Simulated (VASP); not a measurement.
CdSe (Cadmoselite), 4 atoms in the cell. The structure is hexagonal, space group P6_3mc (No. 186). Conventional cell: a = 4.300 Å, b = 4.300 Å, c = 7.020 Å, α = 90.00°, β = 90.00°, γ = 120.00°. Cd (site symmetry 3m) is surrounded by 4 Se at 2.61 to 2.70 Å. Around Se (site symmetry 3m) lie 4 Cd at 2.61 to 2.70 Å. 

```yaml
Program: VASP 6.6.1
Task: band structure
Functional: TB-mBJ
Potentials_or_basis: VASP PAW PBE potentials, release 64 (Cd, Se)
Cutoff: 520 eV
k_mesh: 6 × 6 × 4
Occupations: gaussian, width 0.02 eV
Spin: spin-orbit coupling, no magnetisation
Ladder: gaps
Further_INCAR_settings: ALGO = Normal; EDIFF = 1e-06
```

Potentials or basis: VASP PAW PBE potentials, release 64 (Cd, Se).

Command:

```bash
$ cat potpaw_PBE.64/Cd/POTCAR potpaw_PBE.64/Se/POTCAR > POTCAR
$ cp INCAR.step1 INCAR
$ mpirun -np 2 vasp_ncl > vasp.out
$ cp INCAR.step2 INCAR
$ mpirun -np 2 vasp_ncl > vasp.out
```

Hardware: 2 MPI ranks on Intel(R) Xeon(R) Platinum 8488C (Sapphire Rapids), with other jobs on the host.

Task: How long does it take, and how much memory?

Result: Run time: 12 min on 2 MPI ranks on Intel(R) Xeon(R) Platinum 8488C (Sapphire Rapids), on a shared host, peak memory 0.68 GiB a rank. Counts: scf iterations 64, k points 28.
